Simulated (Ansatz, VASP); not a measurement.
One calculation of Rh, two programs

```
Rh
1.0
     0.00000    1.95085    1.95085
     1.95085    0.00000    1.95085
     1.95085    1.95085    0.00000
Rh
1
Cartesian
  0.0000 0.0000 0.0000
```

Alike in both runs: task single point; functional BLYP; k mesh 23 × 23 × 23; occupations fermi-dirac, width 0.1 eV; no spin polarisation.

|  | VASP | Ansatz |
| --- | --- | --- |
| version | VASP 6.6.1 | Ansatz 0.2.0 |
| potentials or method | VASP PAW PBE potentials, release 64 (Rh_pv) | plane waves (420 eV) with PAW, scalar-relativistic |
| plane-wave cutoff (eV) | 520 | 420 |
| valence electrons in the cell | 15 | 17 |

Ansatz gave:

* pressure (GPa): 0.0

Task: What did VASP give for the same quantities?

Result: Pressure (GPa): 0.5.

The two sets of potentials don't hold the same shells in valence.

Caveats: the PAW data sets were made with another functional, which shifts forces and pressure a little (VASP).
